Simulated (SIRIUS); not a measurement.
Cu:

```
Cu
1.0
     0.00000    1.80750    1.80750
     1.80750    0.00000    1.80750
     1.80750    1.80750    0.00000
Cu
1
Direct
  0.00000 0.00000 0.00000
```

Base run:

```yaml
Program: SIRIUS 7.12.0
Functional: RGE2
Potentials_or_basis: PseudoDojo 0.4.1 PBE standard (scalar relativistic)
Cutoff: 1254 eV
Density_cutoff: 5016 eV
k_mesh: 13 × 13 × 13
Occupations: fermi-dirac, width 0.05 eV
Spin: no spin polarisation
```

Its results: band gap on the k mesh none (metal or under the smearing width); pressure -3.5 GPa.

Q: After a change of settings the same cell gave: band gap on the k mesh none (metal or under the smearing width); pressure -8.0 GPa. Which change was it?
A. functional from RGE2 to SOGGA11; libxc names from ["XC_GGA_X_RGE2", "XC_GGA_C_RGE2"] to ["XC_GGA_X_SOGGA11", "XC_GGA_C_SOGGA11"]
B. functional from RGE2 to LDA-PZ; libxc names from ["XC_GGA_X_RGE2", "XC_GGA_C_RGE2"] to ["XC_LDA_X", "XC_LDA_C_PZ"]
C. functional from RGE2 to RPBE; libxc names from ["XC_GGA_X_RGE2", "XC_GGA_C_RGE2"] to ["XC_GGA_X_RPBE", "XC_GGA_C_PBE"]
D. functional from RGE2 to AM05; libxc names from ["XC_GGA_X_RGE2", "XC_GGA_C_RGE2"] to ["XC_GGA_X_AM05", "XC_GGA_C_AM05"]

A: D.

Caveats: the potentials were made for another functional, which shifts forces and pressure.

Not every run made on this cell is shown here.
